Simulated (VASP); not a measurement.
# BN (F-43m) in VASP: further runs

The runs below take BN through single point, with LDA.

All numbers are computed with VASP 6.6.1; they aren't measurements. Logs are shortened: lines on timing, memory, paths and dates and some standing lists are left out, and cuts for length are marked.

**Experimental background.**

A printed reference work, monograph reports, for a bulk crystal of BN at 300 K: band gap 6.4 eV (indirect).

The runs below are set against these values where they give the same quantity.

### 1 The cell of the first run

The structure is cubic, space group F-43m (No. 216). Conventional cell: a = 3.615 Å, b = 3.615 Å, c = 3.615 Å, α = 90.00°, β = 90.00°, γ = 90.00°. Within 2.1 Å of B (site symmetry -43m) lie 4 N at 1.57 Å. N (site symmetry -43m) has 4 B at 1.57 Å within 2.1 Å.

### 2 Single point, LDA

INCAR reads:

```
SYSTEM = BN
ALGO     = Normal         ! electronic algorithm
EDIFF    = 1E-6           ! SCF threshold, eV
ENCUT    = 600            ! plane-wave cutoff, eV
GGA_COMPAT= .False.      
ISIF     = 2              ! what is computed and relaxed
ISMEAR   = 0              ! smearing method
LASPH    = .True.         ! aspherical terms in the spheres
LCHARG   = .False.        ! write CHGCAR
LREAL    = .False.        ! projectors in reciprocal space
LWAVE    = .False.        ! write WAVECAR
NBANDS   = 11             ! bands
NELM     = 120            ! most SCF steps
PREC     = Accurate       ! precision mode
SIGMA    = 0.1            ! smearing width, eV
```

KPOINTS reads:

```
k-points
0
Gamma
  8 8 8
  0 0 0
```

POSCAR reads:

```
BN
1.0
    0.0000000000      1.8075000000      1.8075000000
    1.8075000000      0.0000000000      1.8075000000
    1.8075000000      1.8075000000      0.0000000000
B N
1 1
Direct
    0.0000000000      0.0000000000      0.0000000000
    0.7500000000      0.7500000000      0.7500000000
```

Potentials or basis: VASP PAW LDA potentials, release 64 (B, N).

Started as:

```sh
$ cat potpaw_LDA.64/B/POTCAR potpaw_LDA.64/N/POTCAR > POTCAR
$ mpirun -np 1 vasp_std > vasp.out
```

OUTCAR:

```text
SYSTEM = BN
   EDIFF = 1E-6
   ENCUT = 600
   ISIF = 2
   ISMEAR = 0
   LASPH = .True.
   LREAL = .False.
   NELM = 120
   PREC = Accurate

 ion  position               nearest neighbor table
   1  0.000  0.000  0.000-   2 1.57   2 1.57   2 1.57   2 1.57
   2  0.750  0.750  0.750-   1 1.57   1 1.57   1 1.57   1 1.57

  LATTYP: Found a face centered cubic cell.
 ALAT       =     3.6150000000

  Lattice vectors:

 A1 = (   0.0000000000,   1.8075000000,   1.8075000000)
 A2 = (   1.8075000000,   0.0000000000,   1.8075000000)
 A3 = (   1.8075000000,   1.8075000000,   0.0000000000)

Analysis of symmetry for initial positions (statically):
=====================================================================
 Subroutine PRICEL returns:
 Original cell was already a primitive cell.

 Routine SETGRP: Setting up the symmetry group for a
 face centered cubic supercell.

 Subroutine GETGRP returns: Found 24 space group operations
 (whereof 24 operations were pure point group operations)
 out of a pool of 48 trial point group operations.

The static configuration has the point symmetry T_d .

Analysis of symmetry for dynamics (positions and initial velocities):
=====================================================================
 Subroutine PRICEL returns:
 Original cell was already a primitive cell.

 Routine SETGRP: Setting up the symmetry group for a
 face centered cubic supercell.

 Subroutine GETGRP returns: Found 24 space group operations
 (whereof 24 operations were pure point group operations)
 out of a pool of 48 trial point group operations.

The dynamic configuration has the point symmetry T_d .

 Subroutine INISYM returns: Found 24 space group operations
 (whereof 24 operations are pure point group operations),
 and found     1 'primitive' translations

----------------------------------------------------------------------------------------

                                     Primitive cell

  volume of cell :      11.8104

  direct lattice vectors                    reciprocal lattice vectors
     0.000000000  1.807500000  1.807500000    -0.276625173  0.276625173  0.276625173
     1.807500000  0.000000000  1.807500000     0.276625173 -0.276625173  0.276625173
     1.807500000  1.807500000  0.000000000     0.276625173  0.276625173 -0.276625173

  length of vectors
     2.556191014  2.556191014  2.556191014     0.479128854  0.479128854  0.479128854

  position of ions in fractional coordinates (direct lattice)
     0.000000000  0.000000000  0.000000000
     0.750000000  0.750000000  0.750000000

  ion indices of the primitive-cell ions
   primitive index   ion index
                 1           1
                 2           2

----------------------------------------------------------------------------------------

 KPOINTS: k-points

Automatic generation of k-mesh.
 Grid dimensions read from file:
 generate k-points for:    8    8    8

 Generating k-lattice:

  Cartesian coordinates                     Fractional coordinates (reciprocal lattice)
    -0.034578147  0.034578147  0.034578147     0.125000000  0.000000000  0.000000000
     0.034578147 -0.034578147  0.034578147     0.000000000  0.125000000  0.000000000
     0.034578147  0.034578147 -0.034578147     0.000000000  0.000000000  0.125000000

  Length of vectors
     0.059891107  0.059891107  0.059891107

  Shift w.r.t. Gamma in fractional coordinates (k-lattice)
     0.000000000  0.000000000  0.000000000

 Subroutine IBZKPT returns following result:
 ===========================================

 Found     29 irreducible k-points:

 Following reciprocal coordinates:
            Coordinates               Weight
  0.000000  0.000000  0.000000      1.000000
  0.125000  0.000000  0.000000      8.000000
  0.250000  0.000000  0.000000      8.000000
  0.375000  0.000000  0.000000      8.000000
  0.500000  0.000000  0.000000      4.000000
  0.125000  0.125000  0.000000      6.000000
[... 16 lines left out ...]
  0.500000  0.250000  0.125000     48.000000
 -0.375000  0.250000  0.125000     24.000000
 [... further k-points ...]
   k-points           NKPTS =     29   k-points in BZ     NKDIM =     29   number of bands    NBANDS=     11
   number of dos      NEDOS =    301   number of ions     NIONS =      2
   total plane-waves  NPLWV =   8000
   dimension x,y,z NGX =    20 NGY =   20 NGZ =   20
   dimension x,y,z NGXF=    40 NGYF=   40 NGZF=   40
   ions per type =               1   1
   NGX,Y,Z   is equivalent  to a cutoff of  13.01, 13.01, 13.01 a.u.
   NGXF,Y,Z  is equivalent  to a cutoff of  26.01, 26.01, 26.01 a.u.
 SYSTEM =  BN
   PREC   = accura    normal or accurate (medium, high low for compatibility)
   ISTART =      0    job   : 0-new  1-cont  2-samecut
   ICHARG =      2    charge: 1-file 2-atom 10-const
   ISPIN  =      1    spin polarized calculation?
   LNONCOLLINEAR =      F non collinear calculations
   LSORBIT =      F    spin-orbit coupling
   LASPH  =      T    aspherical Exc in radial PAW
   ENCUT  =  600.0 eV  44.10 Ry    6.64 a.u.   5.11  5.11  5.11*2*pi/ulx,y,z
   NELM   =    120;   NELMIN=  2; NELMDL= -5     # of ELM steps
   EDIFF  = 0.1E-05   stopping-criterion for ELM
   LREAL  =      F    real-space projection
   EDIFFG = 0.1E-04   stopping-criterion for IOM
   NSW    =      0    number of steps for IOM
   IBRION =     -1    ionic relax: 0-MD 1-quasi-New 2-CG
   NFREE  =      0    steps in history (QN), initial steepest desc. (CG)
   ISIF   =      2    stress and relaxation
   ISYM   =      2    0-nonsym 1-usesym 2-fastsym
   POTIM  = 0.5000    time-step for ionic-motion
   TEBEG  =    0.0;   TEEND  =   0.0 temperature during run
   PSTRESS=    0.0 pullay stress
   NELECT =       8.0000    total number of electrons
   NUPDOWN=      -1.0000    fix difference up-down
   EMIN   =  10.00;   EMAX   =-10.00  energy-range for DOS
   EFERMI =   0.00;   METHOD = LEGACY
   ISMEAR =     0;   SIGMA  =   0.10  broadening in eV -4-tet -1-fermi 0-gaus
   EFERMI_NEDOS =   21; number of points for ismear=-14 and -15
   IALGO  =     38    algorithm
   IMIX   =      4    mixing-type and parameters
     AMIX     =   0.40;   BMIX     =  1.00
     AMIX_MAG =   1.60;   BMIX_MAG =  1.00
  volume/ion in A,a.u.               =       5.91        39.85
  Fermi-wavevector in a.u.,A,eV,Ry     =   1.437749  2.716952 28.124920  2.067123
  Thomas-Fermi vector in A             =   2.556793
   LORBIT       =      0    0 simple, 1 ext, 2 COOP (PROOUT), +10 PAW based schemes
   GGA     = CA    functional components
   LHFCALC =     F    Hartree Fock is set to
   AEXX    =    0.0000 exact exchange contribution
   IVDW    =     0    specifies the selected vdW correction
   LEPSILON=     F    determine dielectric tensor
   LRPA    =     F    only Hartree local field effects (RPA)
 non-spin polarized calculation
 Gauss-broadening in eV      SIGMA  =   0.10
  energy-cutoff  :      600.00
  volume of cell :       11.81
 maximum number of plane-waves:       411
   NGX = 11   NGY = 11   NGZ = 11

 number of electron       8.0000000 magnetization

 Free energy of the ion-electron system (eV)
  ---------------------------------------------------
  ext. energy  EPLUGINS =         0.00000000
  ---------------------------------------------------
  free energy    TOTEN  =       -19.40664395 eV

  energy without entropy =      -19.40664395  energy(sigma->0) =      -19.40664395

 E-fermi :   7.8961     XC(G=0): -13.1048

 val. band max:        7.3877883391   @ k =   0.0000   0.0000   0.0000
 cond. band min:      11.7319935767   @ k =   0.5000   0.5000   0.0000
 fundamental gap:      4.3442052376
 Fermi energy:         7.8960514653

 k-point     1 :       0.0000    0.0000    0.0000
  band No.  band energies     occupation
      1     -12.6810      2.00000
      2       7.3878      2.00000
      3       7.3878      2.00000
      4       7.3878      2.00000
      5      16.0716      0.00000
      6      16.0716      0.00000
      7      16.0716      0.00000
      8      17.8286      0.00000
      9      31.8783      0.00000
     10      35.1750      0.00000
     11      35.1750      0.00000

 k-point     2 :       0.1250    0.0000    0.0000
  band No.  band energies     occupation
      1     -12.3007      2.00000
      2       5.5253      2.00000
      3       7.0049      2.00000
      4       7.0049      2.00000
      5      16.4876      0.00000
      6      16.6425      0.00000
      7      16.6425      0.00000
      8      18.9458      0.00000
      9      31.3424      0.00000
     10      31.9241      0.00000
     11      31.9241      0.00000

 k-point     3 :       0.2500    0.0000    0.0000
  band No.  band energies     occupation
      1     -11.1946      2.00000
      2       1.9335      2.00000
      3       6.2539      2.00000
      4       6.2539      2.00000
      5      17.0200      0.00000
      6      17.5885      0.00000
      7      17.5885      0.00000
      8      20.8653      0.00000
      9      30.4745      0.00000
     10      30.8582      0.00000
     11      30.8582      0.00000

 k-point     4 :       0.3750    0.0000    0.0000
  band No.  band energies     occupation
      1      -9.5489      2.00000
      2      -1.5298      2.00000
      3       5.6570      2.00000
      4       5.6570      2.00000
      5      17.4407      0.00000
      6      17.9492      0.00000
      7      17.9492      0.00000
      8      22.0423      0.00000
      9      30.2909      0.00000
     10      32.3501      0.00000
     11      32.3501      0.00000
[... 239 lines left out ...]
 k-point    22 :       0.3750    0.2500    0.1250
  band No.  band energies     occupation
      1     -10.2503      2.00000
      2       1.7259      2.00000
      3       3.4379      2.00000
      4       5.3638      2.00000
      5      15.8409      0.00000
      6      19.1154      0.00000
      7      19.9427      0.00000
      8      20.5724      0.00000
      9      26.6328      0.00000
     10      32.8244      0.00000
     11      34.5228      0.00000

 k-point    23 :       0.5000    0.2500    0.1250
  band No.  band energies     occupation
      1      -8.7086      2.00000
      2      -0.8199      2.00000
      3       2.6400      2.00000
      4       4.4273      2.00000
      5      16.6416      0.00000
      6      18.6418      0.00000
      7      21.0783      0.00000
      8      21.8648      0.00000
      9      27.1923      0.00000
     10      32.3863      0.00000
     11      34.6204      0.00000

 k-point    24 :      -0.3750    0.2500    0.1250
  band No.  band energies     occupation
      1      -7.6863      2.00000
      2      -2.3286      2.00000
      3       2.5778      2.00000
      4       3.9169      2.00000
      5      16.8126      0.00000
      6      18.5035      0.00000
      7      21.6785      0.00000
      8      22.9967      0.00000
      9      26.5557      0.00000
     10      32.9741      0.00000
     11      34.6314      0.00000

 [... further k-points ...]

------------------------ aborting loop because EDIFF is reached ----------------------------------------

  FORCE on cell =-STRESS in cart. coord.  units (eV):
  Direction    XX          YY          ZZ          XY          YZ          ZX
  --------------------------------------------------------------------------------------
  -------------------------------------------------------------------------------------
  Total       -0.7588180     -0.7588180     -0.7588180     -0.0000000     -0.0000000     -0.0000000
  in kB     -102.9397886   -102.9397886   -102.9397886     -0.0000000     -0.0000000     -0.0000000
  external PRESSURE =    -102.9397886 kB  Pullay stress =       0.0000000 kB

 VOLUME and BASIS-vectors are now :
 -----------------------------------------------------------------------------
  energy-cutoff  :      600.00
  volume of cell :       11.81
      direct lattice vectors                 reciprocal lattice vectors
     0.000000000  1.807500000  1.807500000    -0.276625173  0.276625173  0.276625173
     1.807500000  0.000000000  1.807500000     0.276625173 -0.276625173  0.276625173
     1.807500000  1.807500000  0.000000000     0.276625173  0.276625173 -0.276625173

 POSITION                                       TOTAL-FORCE (eV/Angst)
 -----------------------------------------------------------------------------------
      0.00000      0.00000      0.00000        -0.000000     -0.000000     -0.000000
      2.71125      2.71125      2.71125         0.000000      0.000000      0.000000
 -----------------------------------------------------------------------------------
    total drift:                                0.000000      0.000000      0.000000

  FREE ENERGIE OF THE ION-ELECTRON SYSTEM (eV)
  ---------------------------------------------------
  free  energy   TOTEN  =       -19.4066439509 eV

  energy  without entropy=      -19.4066439509  energy(sigma->0) =      -19.40664395
```

Wall time 2.6 s (1 thread of Intel Xeon 6975P-C (Granite Rapids), shared host); peak memory 0.11 GiB.

Results:

```
Free energy            : -19.4066 eV
Pressure               : -10.3 GPa
Band gap on the k mesh : 4.34 eV (least direct gap 8.68 eV)
```

Caveat: the cell stands under tension. A k mesh can miss the band edges.

### 3 Single point, LDA

This run uses another cell than the first one, of 5.74 Å³/atom.

INCAR reads:

```
SYSTEM = BN
PREC = Accurate
ENCUT = 600
EDIFF = 1E-6
ISMEAR = 0
SIGMA = 0.1
LREAL = .FALSE.
LASPH = .TRUE.
NELM = 120
ALGO = Normal
ISIF = 2
LWAVE = .FALSE.
LCHARG = .FALSE.
NBANDS = 11
GGA_COMPAT = .FALSE.
```

KPOINTS reads:

```
regular mesh
0
G
  10 10 10
  0 0 0
```

POSCAR reads:

```
BN
1.0
    0.0000000000      1.7905521938      1.7905521938
    1.7905521938      0.0000000000      1.7905521938
    1.7905521938      1.7905521938      0.0000000000
B N
1 1
Direct
    0.0000000000      0.0000000000      0.0000000000
    0.7500000000      0.7500000000      0.7500000000
```

Potentials or basis: VASP PAW LDA potentials, release 64 (B, N).

Started as:

```sh
$ cat potpaw_LDA.64/B/POTCAR potpaw_LDA.64/N/POTCAR > POTCAR
$ mpirun -np 1 vasp_std > vasp.out
```

Run time: 3.7 s. Hardware: 1 thread of Intel Xeon 6975P-C (Granite Rapids), shared host; peak memory 0.11 GiB.

The run converged. Its results:

* Free energy: -19.4163 eV
* Pressure: 0.6 GPa
* Band gap on the k mesh: 4.38 eV (least direct gap 8.82 eV)

Levels at points of the mesh, in eV from the valence-band top:
| k point | band 1 | band 2 | band 3 | band 4 | band 5 | band 6 | band 7 | band 8 |
| --- | --- | --- | --- | --- | --- | --- | --- | --- |
| (0.00, 0.00, 0.00) | -20.39 | 0.00 | 0.00 | 0.00 | 8.82 | 8.82 | 8.82 | 10.90 |
| (0.50, 0.00, 0.00) | -15.97 | -10.97 | -2.00 | -2.00 | 10.58 | 10.72 | 10.72 | 15.30 |
| (0.50, 0.50, 0.00) | -14.56 | -9.07 | -5.07 | -5.07 | 4.38 | 9.30 | 18.13 | 18.13 |

### 4 Against experiment

Step 3. Against the measured gap of BN, 6.4 eV (indirect; 300 K; a printed reference work, monograph), the calculated 4.38 eV is off by -2.02 eV. The value is that of LDA on a finite k mesh, which can miss the band edges, without temperature or zero-point motion. Semilocal functionals fall short of measured gaps as a rule.
